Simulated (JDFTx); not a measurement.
Runs of JDFTx 1.7.0 (patched build) on WC (Qusongite). Symmetry: P-6m2, No. 187, hexagonal system. The conventional cell has a = 2.907 Å, b = 2.907 Å, c = 2.837 Å, α = 90.00°, β = 90.00°, γ = 120.00°. W (site symmetry -6m2) is surrounded by 6 C at 2.20 Å. Around C (site symmetry -6m2) lie 6 W at 2.20 Å. 

```tsv
level	U	gap on the mesh (eV)	pressure (GPa)
PBE+U	W d U = 1 eV	none	3.1
PBE+U	W d U = 6 eV	none	-11.0
PBE+U	W d U = 3 eV	none	-2.5
PBE+U	W d U = 2 eV	none	(a)
PBE+U	W d U = 8 eV	none	-16.8
PBE+U	W d U = 4 eV	none	(b)
PBE	-	none	5.7
```

Alike in all rows: task single point; potentials or basis PseudoDojo-SR-PBE-0.5-standard with smoothed tails; no spin polarisation; cell as given; k mesh 10 × 10 × 9; cutoff (eV) 1116; smearing fermi-dirac 0.05 eV.

Task: Estimate the missing entries.

Result: (a) 0.3; (b) -5.3.

Caveats: U without spin polarisation on a metal has little footing (some runs); the U is typed as a test and isn't derived for this compound (some runs).

A k mesh can miss the band edges, and the runs leave out spin-orbit coupling on W.

A gap of «none» marks a metal or a gap under the smearing width.
